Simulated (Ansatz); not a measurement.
GaAs (space group F-43m) relaxed with several functionals in Ansatz (plane waves to 420 eV, scalar-relativistic PAW, no spin-orbit coupling, symmetry kept). The database cell has 22.59 Å³/atom; its temperature or method isn't stated, so the comparison with it is no error of the functional. No moments.

| functional | conventional cell | V (Å³/atom) | against the database cell (%) | gap on mesh (eV) | largest moment (μB) |
| --- | --- | --- | --- | --- | --- |
| PBE | a = 5.745 Å, b = 5.745 Å, c = 5.745 Å, α = 90.00°, β = 90.00°, γ = 90.00° | 23.71 | 4.9 | 0.16 | 0.00 |
| PBEsol | a = 5.658 Å, b = 5.658 Å, c = 5.658 Å, α = 90.00°, β = 90.00°, γ = 90.00° | 22.64 | 0.2 | 0.42 | 0.00 |
| PBE+D3(BJ) | a = 5.675 Å, b = 5.675 Å, c = 5.675 Å, α = 90.00°, β = 90.00°, γ = 90.00° | 22.85 | 1.1 | 0.43 | 0.00 |